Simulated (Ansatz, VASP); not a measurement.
One calculation of B, two programs

```
B
1.0
     1.69724    0.00000    0.00000
    -0.84862    1.46985    0.00000
     0.00000    0.00000    6.41177
B
2
Direct
  0.33333 0.66667 0.25000
  0.66667 0.33333 0.75000
```

Change from the starting cell: volume scaled by 0.9, LAPW.

Alike in both runs: task single point; functional PBEsol; k mesh 21 × 21 × 11; occupations fermi-dirac, width 0.08 eV; no spin polarisation.

|  | VASP | Ansatz |
| --- | --- | --- |
| version | VASP 6.6.1 | Ansatz 0.2.0 |
| potentials or method | VASP PAW PBE potentials, release 64 (B), cutoff 520 eV | all-electron LAPW, scalar-relativistic |

```csv
,VASP,Ansatz,Ansatz less VASP
pressure (GPa),5.2,4.8,-0.32
largest component of the traceless stress (GPa),0.31,0.11,-0.206
```

Ansatz ran all-electron here, so the differences hold the error of VASP's frozen core and of both bases.

Caveats: the PAW data sets were made with another functional, which shifts forces and pressure a little (VASP).
